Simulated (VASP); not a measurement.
# Fe2O3 (Hematite) (R-3c) in VASP: further runs

Aim: see how the results for Fe2O3 (Hematite) move with the level of theory and the settings. Levels: PBE, revPBE, BLYP. Tasks: band structure.

Program: VASP 6.6.1. These are calculated values, not measurements. Logs are shortened: lines on timing, memory, paths and dates and some standing lists are left out, and cuts for length are marked.

## Step 1: The structure

It takes space group R-3c (No. 167, trigonal). The conventional cell has a = 5.038 Å, b = 5.038 Å, c = 13.772 Å, α = 90.00°, β = 90.00°, γ = 120.00°. Fe (site symmetry 3) has 6 O at 1.95 to 2.12 Å as nearest neighbours. O (site symmetry 2) has 4 Fe at 1.95 to 2.12 Å as nearest neighbours.

## Step 2: Band structure, PBE, collinear spin, ferromagnetic start

Input file INCAR:

```
  PREC = Accurate
  ENCUT = 400
  EDIFF = 1E-6
  ISMEAR = -1
  SIGMA = 0.05
  LREAL = F
  LASPH = T
  NELM = 150
  ALGO = Normal
  ISIF = 2
  LWAVE = F
  LCHARG = F
  ISPIN = 2
  MAGMOM = 3 3 3 3 0 0 0 0 0 0
  LORBIT = 11
  LMAXMIX = 4
  GGA = PE
  NBANDS = 49
```

Input file KPOINTS:

```
Automatic mesh
0
Gamma
  7 7 7
```

Input file POSCAR:

```
Fe2O3
1.0
    2.5190000000      1.4543453281      4.5906666667
   -2.5190000000      1.4543453281      4.5906666667
    0.0000000000     -2.9086906562      4.5906666667
Fe O
4 6
Direct
    0.3553000000      0.3553000000      0.3553000000
    0.1447000000      0.1447000000      0.1447000000
    0.6447000000      0.6447000000      0.6447000000
    0.8553000000      0.8553000000      0.8553000000
    0.5559000000      0.2500000000      0.9441000000
    0.2500000000      0.9441000000      0.5559000000
    0.9441000000      0.5559000000      0.2500000000
    0.4441000000      0.7500000000      0.0559000000
    0.7500000000      0.0559000000      0.4441000000
    0.0559000000      0.4441000000      0.7500000000
```

Input file KPOINTS_OPT:

```
path GLB1,BZGX,QFP1Z,LP
10
line-mode
reciprocal
 0.0000000000  0.0000000000  0.0000000000  G
 0.5000000000  0.0000000000  0.0000000000  L

 0.5000000000  0.0000000000  0.0000000000  L
 0.5000000000  0.2335768627 -0.2335768627  B1

 0.7664231373  0.5000000000  0.2335768627  B
 0.5000000000  0.5000000000  0.5000000000  Z

 0.5000000000  0.5000000000  0.5000000000  Z
 0.0000000000  0.0000000000  0.0000000000  G

 0.0000000000  0.0000000000  0.0000000000  G
 0.3667884314  0.0000000000 -0.3667884314  X

 0.6332115686  0.3667884314  0.0000000000  Q
 0.5000000000  0.5000000000  0.0000000000  F

 0.5000000000  0.5000000000  0.0000000000  F
 0.6332115686  0.6332115686  0.2335768627  P1

 0.6332115686  0.6332115686  0.2335768627  P1
 0.5000000000  0.5000000000  0.5000000000  Z

 0.5000000000  0.0000000000  0.0000000000  L
 0.7664231373  0.3667884314  0.3667884314  P
```

Potentials or basis: VASP PAW PBE potentials, release 64 (Fe, O_s).

Run with:

```console
> cat potpaw_PBE.64/Fe/POTCAR potpaw_PBE.64/O_s/POTCAR > POTCAR
> mpirun -np 1 vasp_std > vasp.out
```

OUTCAR:

```text
PREC = Accurate
   ENCUT = 400
   EDIFF = 1E-6
   ISMEAR = -1
   LREAL = F
   LASPH = T
   NELM = 150
   ISIF = 2
   ISPIN = 2
   LORBIT = 11
   GGA = PE

 ion  position               nearest neighbor table
   1  0.355  0.355  0.355-   9 1.95  10 1.95   8 1.95   7 2.12   5 2.12   6 2.12   2 2.90   3 2.97
                             3 2.97   3 2.97
   2  0.145  0.145  0.145-   8 1.95  10 1.95   9 1.95   7 2.12   5 2.12   6 2.12   1 2.90   4 2.97
                             4 2.97   4 2.97
   3  0.645  0.645  0.645-   6 1.95   7 1.95   5 1.95  10 2.12   9 2.12   8 2.12   4 2.90   1 2.97
                             1 2.97   1 2.97
   4  0.855  0.855  0.855-   5 1.95   7 1.95   6 1.95  10 2.12   9 2.12   8 2.12   3 2.90   2 2.97
                             2 2.97   2 2.97
   5  0.556  0.250  0.944-   4 1.95   3 1.95   1 2.12   2 2.12
   6  0.250  0.944  0.556-   3 1.95   4 1.95   1 2.12   2 2.12
   7  0.944  0.556  0.250-   3 1.95   4 1.95   1 2.12   2 2.12
   8  0.444  0.750  0.056-   2 1.95   1 1.95   3 2.12   4 2.12
   9  0.750  0.056  0.444-   1 1.95   2 1.95   3 2.12   4 2.12
  10  0.056  0.444  0.750-   1 1.95   2 1.95   3 2.12   4 2.12

  LATTYP: Found a trigonal (rhomboedric) cell.
 ALAT       =     5.4345838643
 COS(alpha) =     0.5703114900

  Lattice vectors:

 A1 = (   2.5190000000,   1.4543453281,   4.5906666667)
 A2 = (  -2.5190000000,   1.4543453281,   4.5906666667)
 A3 = (   0.0000000000,  -2.9086906562,   4.5906666667)

Analysis of symmetry for initial positions (statically):
=====================================================================
 Subroutine PRICEL returns:
 Original cell was already a primitive cell.

 Routine SETGRP: Setting up the symmetry group for a
 trigonal (rhombohedral) supercell.

 Subroutine GETGRP returns: Found 12 space group operations
 (whereof  6 operations were pure point group operations)
 out of a pool of 12 trial point group operations.

The static configuration has the point symmetry S_6 .
 The point group associated with its full space group is D_3d.

Analysis of symmetry for dynamics (positions and initial velocities):
=====================================================================
 Subroutine PRICEL returns:
 Original cell was already a primitive cell.

 Routine SETGRP: Setting up the symmetry group for a
 trigonal (rhombohedral) supercell.

 Subroutine GETGRP returns: Found 12 space group operations
 (whereof  6 operations were pure point group operations)
 out of a pool of 12 trial point group operations.

The dynamic configuration has the point symmetry S_6 .
 The point group associated with its full space group is D_3d.

[... 180 lines left out ...]
 cond. band min:       4.6681317125   @ k =   0.2857   0.1429   0.0000
 fundamental gap:      0.0011396461
 Fermi energy:         4.6677965233

 spin component 1

 k-point     1 :       0.0000    0.0000    0.0000
  band No.  band energies     occupation
      1     -15.4034      1.00000
      2     -13.9088      1.00000
      3     -13.8279      1.00000
      4     -13.8279      1.00000
      5     -13.8031      1.00000
      6     -13.8031      1.00000
[... 1165 lines left out ...]
     45      10.4750      0.00000
     46      12.8403      0.00000

 [... further k-points ...]

 spin component 2

 k-point     1 :       0.0000    0.0000    0.0000
  band No.  band energies     occupation
      1     -15.1126      1.00000
      2     -13.6231      1.00000
      3     -13.5157      1.00000
      4     -13.5157      1.00000
      5     -13.5080      1.00000
      6     -13.5080      1.00000
[... 1165 lines left out ...]
     45      11.0790      0.00000
     46      13.4035      0.00000

 [... further k-points ...]

 [bands above 46 left out]

------------------------ aborting loop because EDIFF is reached ----------------------------------------

  FORCE on cell =-STRESS in cart. coord.  units (eV):
  Direction    XX          YY          ZZ          XY          YZ          ZX
  --------------------------------------------------------------------------------------
  -------------------------------------------------------------------------------------
  Total       -3.0271976     -3.0271976     -3.2093935      0.0000000      0.0000000      0.0000000
  in kB      -48.0649651    -48.0649651    -50.9578196      0.0000000      0.0000000      0.0000000
  external PRESSURE =     -49.0292499 kB  Pullay stress =       0.0000000 kB

 VOLUME and BASIS-vectors are now :
 -----------------------------------------------------------------------------
  energy-cutoff  :      400.00
  volume of cell :      100.91
      direct lattice vectors                 reciprocal lattice vectors
     2.519000000  1.454345328  4.590666667     0.198491465  0.114599101  0.072611095
    -2.519000000  1.454345328  4.590666667    -0.198491465  0.114599101  0.072611095
     0.000000000 -2.908690656  4.590666667     0.000000000 -0.229198201  0.072611095

 POSITION                                       TOTAL-FORCE (eV/Angst)
 -----------------------------------------------------------------------------------
      0.00000      0.00000      4.89319        -0.000000      0.000000     -0.923850
      0.00000      0.00000      1.99281        -0.000000      0.000000      0.923850
      0.00000      0.00000      8.87881        -0.000000      0.000000      0.923850
      0.00000      0.00000     11.77919        -0.000000      0.000000     -0.923850
      0.77056     -1.57404      8.03367         0.059299      0.102709     -0.000000
     -1.74844      0.11969      8.03367         0.059299     -0.102709     -0.000000
      0.97788      1.45435      8.03367        -0.118598     -0.000000     -0.000000
     -0.77056      1.57404      5.73833        -0.059299     -0.102709     -0.000000
      1.74844     -0.11969      5.73833        -0.059299      0.102709     -0.000000
     -0.97788     -1.45435      5.73833         0.118598     -0.000000     -0.000000
 -----------------------------------------------------------------------------------
    total drift:                               -0.000000      0.000000     -0.000000

  FREE ENERGIE OF THE ION-ELECTRON SYSTEM (eV)
  ---------------------------------------------------
  free  energy   TOTEN  =       -73.5882252210 eV

  energy  without entropy=      -73.4841301093  energy(sigma->0) =      -73.53617767

 total charge

# of ion       s       p       d       tot
------------------------------------------
    1        0.361   0.511   6.012   6.884
    2        0.361   0.511   6.012   6.884
    3        0.361   0.511   6.012   6.884
    4        0.361   0.511   6.012   6.884
    5        1.793   4.077   0.000   5.870
    6        1.793   4.077   0.000   5.870
    7        1.793   4.077   0.000   5.870
    8        1.793   4.077   0.000   5.870
    9        1.793   4.077   0.000   5.870
   10        1.793   4.077   0.000   5.870
--------------------------------------------------
tot         12.202  26.505  24.046  62.753

 magnetization (x)

# of ion       s       p       d       tot
------------------------------------------
    1        0.024   0.035   3.025   3.085
    2        0.024   0.035   3.025   3.085
    3        0.024   0.035   3.025   3.085
    4        0.024   0.035   3.025   3.085
    5        0.019   0.123   0.000   0.142
    6        0.019   0.123   0.000   0.142
    7        0.019   0.123   0.000   0.142
    8        0.019   0.123   0.000   0.142
    9        0.019   0.123   0.000   0.142
   10        0.019   0.123   0.000   0.142
--------------------------------------------------
tot          0.214   0.876  12.101  13.191
```

OSZICAR:

```text
N       E                     dE             d eps       ncg     rms          rms(c)
DAV:   1     0.658254642708E+03    0.65825E+03   -0.26400E+04  8624   0.136E+03
DAV:   2    -0.240092376820E+02   -0.68226E+03   -0.62822E+03  8723   0.393E+02
DAV:   3    -0.931018162078E+02   -0.69093E+02   -0.64806E+02  9913   0.151E+02
[... 39 lines left out ...]
       N       E                     dE             ncg
DAV:   1     0.683377462558E+05   -0.21011E+04      392
DAV:   2     0.671229175564E+05   -0.12148E+04      424
DAV:   3     0.670104293008E+05   -0.11249E+03      455
DAV:   4     0.670078193828E+05   -0.26099E+01      431
DAV:   5     0.670077700498E+05   -0.49333E-01      440
DAV:   6     0.670077686349E+05   -0.14150E-02      447
DAV:   7     0.670077685876E+05   -0.47291E-04      424
DAV:   8     0.670077685859E+05   -0.16822E-05      398
DAV:   9     0.670077685858E+05   -0.68540E-07      272
```

stdout:

```text
POSCAR found type information on POSCAR FeO
 POSCAR found :  2 types and      10 ions
 scaLAPACK will be used
 LDA part: xc-table for (Slater+PW92), standard interpolation
 POSCAR, INCAR and KPOINTS ok, starting setup
 FFT: planning ... GRIDC
 FFT: planning ... GRID_SOFT
 FFT: planning ... GRID
 WAVECAR not read
 entering main loop
 Start KPOINTS_OPT (optional k-point list driver)
k-point batch [1-44\90]
k-point batch [45-88\90]
k-point batch [89-90\90]
```

Run time: 11 min. Hardware: 1 thread of Intel Xeon Platinum 8488C (Sapphire Rapids), shared host; peak memory 0.5 GiB.

Results:

| Property | Result |
| --- | --- |
| Free energy | -73.5882 eV |
| Pressure | -4.9 GPa |
| Largest force | 0.924 eV/Å |
| Band gap along the path | none (metal or under the smearing width) |
| Net moment | 13.57 μB per cell |
| Site moments | Fe +3.08; O +0.14 μB |
| Valence electrons inside the program's atomic spheres | Fe 6.88; O 5.87 |

Forces on the atoms (eV/Å):
```
Fe   0.000  0.000 -0.924
Fe   0.000  0.000  0.924
Fe   0.000  0.000  0.924
Fe   0.000  0.000 -0.924
O    0.059  0.103  0.000
O    0.059 -0.103  0.000
O   -0.119  0.000  0.000
O   -0.059 -0.103  0.000
O   -0.059  0.103  0.000
O    0.119  0.000  0.000
```

Stress tensor (GPa, compression positive):
```
-4.81  0.00  0.00
 0.00 -4.81  0.00
 0.00  0.00 -5.10
```

Levels at the corners of the path, in eV from the Fermi level:
Spin up:
```tsv
point	band 38	band 39	band 40	band 41	band 42	band 43
Γ	-1.05	-0.64	-0.64	0.24	0.24	0.78
L	-0.58	-0.33	-0.33	-0.19	-0.19	0.21
L	-0.58	-0.33	-0.33	-0.19	-0.19	0.21
B1	-1.31	-0.52	-0.52	0.13	0.13	0.44
B	-1.31	-0.52	-0.52	0.13	0.13	0.44
Z	-0.81	-0.81	-0.81	0.32	0.32	0.32
Z	-0.81	-0.81	-0.81	0.32	0.32	0.32
Γ	-1.05	-0.64	-0.64	0.24	0.24	0.78
Γ	-1.05	-0.64	-0.64	0.24	0.24	0.78
X	-1.06	-0.79	-0.17	-0.11	0.23	0.35
Q	-1.06	-0.79	-0.17	-0.11	0.23	0.35
F	-0.93	-0.91	-0.58	0.00	0.32	0.40
F	-0.93	-0.91	-0.58	0.00	0.32	0.40
P1	-0.91	-0.78	-0.35	0.01	0.04	0.31
P1	-0.91	-0.78	-0.35	0.01	0.04	0.31
Z	-0.81	-0.81	-0.81	0.32	0.32	0.32
L	-0.58	-0.33	-0.33	-0.19	-0.19	0.21
P	-0.91	-0.78	-0.35	0.01	0.04	0.31
```
Spin down:
```csv
point,band 25,band 26,band 27,band 28,band 29,band 30,band 31,band 32
Γ,-0.26,-0.26,-0.18,0.02,0.02,0.05,0.05,0.30
L,-0.47,-0.47,0.17,0.17,0.33,0.33,0.43,0.43
L,-0.47,-0.47,0.17,0.17,0.33,0.33,0.43,0.43
B1,-0.45,-0.45,-0.08,-0.08,0.22,0.22,0.46,0.46
B,-0.45,-0.45,-0.08,-0.08,0.22,0.22,0.46,0.46
Z,-0.03,-0.03,-0.03,-0.03,0.33,0.33,0.35,0.35
Z,-0.03,-0.03,-0.03,-0.03,0.33,0.33,0.35,0.35
Γ,-0.26,-0.26,-0.18,0.02,0.02,0.05,0.05,0.30
Γ,-0.26,-0.26,-0.18,0.02,0.02,0.05,0.05,0.30
X,-0.54,-0.46,-0.06,-0.05,0.18,0.34,0.35,0.42
Q,-0.54,-0.46,-0.06,-0.05,0.18,0.34,0.35,0.42
F,-0.40,-0.39,-0.20,-0.14,0.16,0.28,0.30,0.36
F,-0.40,-0.39,-0.20,-0.14,0.16,0.28,0.30,0.36
P1,-0.38,-0.34,-0.24,0.01,0.25,0.29,0.33,0.43
P1,-0.38,-0.34,-0.24,0.01,0.25,0.29,0.33,0.43
Z,-0.03,-0.03,-0.03,-0.03,0.33,0.33,0.35,0.35
L,-0.47,-0.47,0.17,0.17,0.33,0.33,0.43,0.43
P,-0.38,-0.34,-0.24,0.01,0.25,0.29,0.33,0.43
```

Caveat: semilocal functionals often make such compounds metallic where correlation or magnetic order opens a gap, which also shifts bond lengths; only a ferromagnetic start was run, and an antiferromagnetic order may lie lower in energy.

(Continued in part 2 of 2.)
